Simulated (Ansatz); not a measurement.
Ansatz input file:

```yaml
crystal:
  lattice:
    - [2.022844575, -3.4406841543, 0.0]
    - [2.022844575, 3.4406841543, 0.0]
    - [0.0, 0.0, 6.5677588368]
  atoms:
    - { symbol: Ca, position: [0.8576747216, 0.1423252784, 0.25] }
    - { symbol: Ca, position: [0.1423252784, 0.8576747216, 0.75] }
basis:
  ecutwfc: 420
kpoints:
  mp_grid: { grid: [12, 12, 8] }
hamiltonian:
  xc: pbe
scf:
  occupations: { method: gaussian, width: 0.1 }
output:
  forces: true
  stress: true
  eigenvalues: true
```

It can be run as
```bash
ansatz run input.yaml --threads 1 --pin off --backend cpu --events-out ev --progress --plain --runs-dir out  # memory cap (--max-ram) not shown
```

Theory: DFT PBE, scalar-relativistic, plane waves, PAW in Ansatz 0.2.0.

Part of what the program printed, abridged:

```
Pseudopotentials: kind: paw
Pseudopotential: Ca, paw, valence charge 10, recommended cutoff 420 eV (normal)
Functional definition: PBE
Crystal: 2 atoms, lattice volume = 91.423 Å³
Basis set: ecut = 420 eV, 1781 PW (Γ), exchange–correlation on 54×54×90 points (8 copies of the dense FFT grid, shifted against one another)
Bands: 14, of which v1, the nominal top of the filled ones, is band 10 counted from 1 (9 counted from 0)
Symmetry: 8 space group operations
Space group: Cmcm (ITA 63), of the structure as read, at distance tolerance 4.5e-5 Å
k-points: 215 of 1152
Initial density: superposition of atomic densities (neutral atoms: chi_scale 0, normalization atom), corrected by the library's trained network
Initial wavefunctions: pseudopotential atomic-orbital guess
Functional: x = pbe(κ = 0.804, μ = 0.21951497), c = pbe(β = 0.06672455)
SCF iter   1: F=—  HF=-3633.663844 eV  |F-HF|=—  |Δ(HF+E_count)|=         —  Δρ=1.36e-3  dr2=3.75e-3  ethr=1.77e-3  ⟨swp⟩=7.3  Hψ=19914  notcnv=0
SCF iter   2: F=—  HF=-3633.664286 eV  |F-HF|=—  |Δ(HF+E_count)|=   4.43e-4  Δρ=8.95e-4  dr2=1.71e-3  ethr=1.88e-5  ⟨swp⟩=1.4  Hψ=4845  notcnv=0
SCF iter   3: F=—  HF=-3633.664081 eV  |F-HF|=—  |Δ(HF+E_count)|=   2.06e-4  Δρ=2.11e-4  dr2=1.01e-4  ethr=8.54e-6  ⟨swp⟩=1.1  Hψ=3022  notcnv=0
SCF iter   4: F=—  HF=-3633.664067 eV  |F-HF|=—  |Δ(HF+E_count)|=   1.37e-5  Δρ=5.04e-5  dr2=1.27e-6  ethr=5.07e-7  ⟨swp⟩=1.9  Hψ=3325  notcnv=0
SCF iter   5: F=—  HF=-3633.664071 eV  |F-HF|=—  |Δ(HF+E_count)|=   4.02e-6  Δρ=9.47e-6  dr2=1.19e-7  ethr=6.35e-9  ⟨swp⟩=2.9  Hψ=5105  notcnv=0
SCF iter   6: F=-3633.664071 eV  HF=-3633.664071 eV  |F-HF|=3.80e-9  |Δ(HF+E_count)|=   2.87e-8  Δρ=2.92e-6  dr2=1.19e-8  ethr=5.00e-10  ⟨swp⟩=5.2  Hψ=13205  notcnv=0
SCF 1 converged in 6 iterations: F = -3633.664071 eV  dr2 = 1.19e-8
SCF converged after 6 iterations
Free energy (F): -3633.664071 eV
Harris-Foulkes:  -3633.664071 eV  (|F-HF|=3.80e-9)
Internal energy: -3633.651921 eV  (E = F + TS)
E sigma→0 (E₀):  -3633.657996 eV
Entropy (-TS):   -0.012150 eV (-6.075 meV/atom)
Fermi energy:    4.454253 eV
--- Per-component energies (eV) ---
  E_band       = -364.042992
  E_kinetic    = 549.522511
  E_local      = -1746.842291  (includes V_loc(G=0)·N_el)
  E_nonlocal   = 127.122217
  E_hartree    = 586.441048
  E_xc         = -271.130026
  E_vxc        = -337.883691  (∫ρ·V_xc dr)
  E_paw        = -1716.400526  (= ΣΔE_a)
  E_vpaw       = -128.846973  (= ΣTr[D̂ρ^β])
  E_aug_tail   = -0.000012  (compensation charges beyond the density's cutoff)
  E_ewald      = -1162.364842
  E_smearing   = -0.012150  (= −TS)
--- Forces (eV/Å), atoms counted from 1 ---
  atom   1  Ca     0.00000000     0.16214240     0.00000000
  atom   2  Ca     0.00000000    -0.16214240     0.00000000
--- Stress (GPa, compression-positive) ---
       -1.848772       0.000000       0.000000
        0.000000      -0.590892       0.000000
        0.000000       0.000000      -0.900086
  P = ⅓ Tr σ = -1.1132 GPa (-11.132 kbar)
--- Band table (eV; the first three rows and the last of 215) ---
  k-point 0: bands = ["-37.8061", "-37.7961", "-18.8341", "-18.7519", "-18.7364", "-18.7313", "-18.7311", "-18.7244", "0.5286", "3.4430", "4.1859", "6.4977", "6.6219", "6.6545"]
  k-point 1: bands = ["-37.8057", "-37.7965", "-18.8301", "-18.7517", "-18.7362", "-18.7319", "-18.7313", "-18.7281", "0.5909", "3.0945", "4.4975", "6.4483", "6.5966", "6.6496"]
  k-point 2: bands = ["-37.8046", "-37.7976", "-18.8188", "-18.7526", "-18.7370", "-18.7356", "-18.7338", "-18.7319", "0.7759", "2.5315", "4.9618", "6.3021", "6.5472", "6.6380"]
  k-point 214: bands = ["-37.7945", "-37.7945", "-18.8388", "-18.8388", "-18.7546", "-18.7546", "-18.7523", "-18.7523", "3.7956", "3.7956", "4.6157", "4.6157", "5.7086", "5.7086"]
```

Self-consistency was reached.